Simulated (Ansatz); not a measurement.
We consider zinc-blende ZnTe, described by HSE06+SOC in Ansatz (plane waves, PAW).

Excerpt of the program's output:

```
WARN output.stress: scf.exx.energy_threshold = 1e-6 eV is looser than the 2e-8 eV advised for a stress under a hybrid functional (1e-8 eV for each atom of the …
Crystal: 2 atoms, lattice volume = 56.439 Å³
Basis set: ecut = 460 eV, 1243 PW (Γ), exchange–correlation on 64×64×64 points (8 copies of the dense FFT grid, shifted against one another)
Bands: 36, of which v1, the nominal top of the filled ones, is band 28 counted from 1 (27 counted from 0)
Symmetry: 24 space group operations + 24 with time reversal
k-points: 16 of 216 (time reversal used)
Initial density: superposition of atomic densities (chi_scale 0.1, normalization cell, long waves kept (reshape's long-wave potential 0.00 eV rms))
Crystal: 2 atoms, lattice volume = 56.439 Å³
Initial density: handed on by an earlier stage of this run
Crystal: 2 atoms, lattice volume = 56.439 Å³
SCF 3 converged in 6 iterations: F = -10301.844878 eV  dr2 = 1.00e-10
Free energy (F): -10301.844877 eV
Internal energy: -10301.844877 eV  (E = F + TS)
E sigma→0 (E₀):  -10301.844877 eV
Fermi energy:    7.881751 eV
--- Forces (eV/Å), atoms counted from 1 ---
  atom   1  Zn     0.00000000    -0.00000000    -0.00000000
  atom   2  Te    -0.00000000     0.00000000     0.00000000
--- Stress (GPa, compression-positive) ---
        1.472163       0.000000       0.000000
       -0.000000       1.472163      -0.000000
        0.000000      -0.000000       1.472163
  P = ⅓ Tr σ = 1.4722 GPa (14.722 kbar)
```

### Question
Write an input file that produces this run.

### Answer
One answer among several that fit: 
Ansatz 0.2 input:
```yaml
crystal:
  lattice:
    - [0.0, -3.0445, 3.0445]
    - [3.0445, -3.0445, 0.0]
    - [3.0445, 0.0, 3.0445]
  atoms:
    - { symbol: Zn, position: [0.0, 0.0, 0.0] }
    - { symbol: Te, position: [0.25, 0.25, 0.25] }
basis:
  ecutwfc: 460
  ecutrho_ratio: 4
  xc_grid: 2
kpoints:
  mp_grid: { grid: [6, 6, 6] }
  band_path: { path: [[0, 0, 0], [-0.001302, -0.001302, -0.001302]], npoints: 1 }
hamiltonian:
  xc: hse06
  dispersion: none
  pseudopotentials: { kind: paw }
scf:
  occupations: { method: fermi_dirac, width: 0.01 }
  convergence: { dr2_threshold: 0.0000000002 }
output:
  forces: true
  stress: true
  eigenvalues: true
  write_bands: true
magnetization:
  noncollinear: true
  spin_orbit: true
```

The PAW data were made under PBE.

Note: cell and atoms aren't relaxed at this level (pressure 1.5 GPa).

Ansatz is a quantum-chemistry and plane-wave program.
